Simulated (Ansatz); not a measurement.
SrTiO3 (I4/mcm) from a database structure, relaxed with r2SCAN. The symmetry is I4/mcm (No. 140, tetragonal); a = 5.518 Å, c = 7.827 Å in the conventional setting, 11.92 Å³ an atom. Sr is surrounded by 12 O at 2.67–2.86 Å; Ti is surrounded by 6 O at 1.96 Å; O is surrounded by 2 Ti at 1.96 Å and 4 Sr at 2.67–2.86 Å; O is surrounded by 2 Ti at 1.96 Å and 4 Sr at 2.76 Å.

```yaml
crystal:
  lattice:
    - [-2.75891, 2.75891, 3.91361]
    - [2.75891, -2.75891, 3.91361]
    - [2.75891, 2.75891, -3.91361]
  atoms:
    - { symbol: Sr, position: [0.75000, 0.25000, 0.50000] }
    - { symbol: Sr, position: [0.25000, 0.75000, 0.50000] }
    - { symbol: Ti, position: [0.00000, 0.00000, 0.00000] }
    - { symbol: Ti, position: [0.50000, 0.50000, 0.00000] }
    - { symbol: O, position: [0.76690, 0.26690, 0.03380] }
    - { symbol: O, position: [0.26690, 0.23310, 0.50000] }
    - { symbol: O, position: [0.73310, 0.76690, 0.50000] }
    - { symbol: O, position: [0.23310, 0.73310, 0.96620] }
    - { symbol: O, position: [0.75000, 0.75000, 0.00000] }
    - { symbol: O, position: [0.25000, 0.25000, 0.00000] }
```

The questions ask for values computed with Ansatz on this geometry. Non-magnetic throughout; all numbers are computed.

Given (6×6×6 mesh): The LDA gap is direct at Γ: 1.84 eV.

Question: Estimate the gap with PBE+SOC on 6×6×6.

Answer: PBE+SOC gives a direct gap of 1.93 eV at Γ. Spin-orbit coupling itself accounts for -0.02 eV. The gap differs by +0.09 eV from LDA's.

Question: Estimate the gap with r2SCAN on 6×6×6.

Answer: With r2SCAN the gap is 2.31 eV and direct, at Γ. The gap differs by +0.47 eV from LDA's.

Question: Estimate the gap with HSE06 on 4×4×4.

Answer: HSE06 gives a direct gap of 3.39 eV at Γ. The gap differs by +1.55 eV from LDA's.

Question: Estimate the gap with PBE0 on 4×4×4.

Answer: PBE0 gives a direct gap of 4.13 eV at Γ. The gap differs by +2.29 eV from LDA's.

Only the levels marked +SOC include spin-orbit coupling.

The meshes of the hybrids are coarse, so their gaps aren't converged to the digits shown.

Set aside, since their points miss a band edge that the other levels read or their mesh is too coarse: LC-ωPBE.
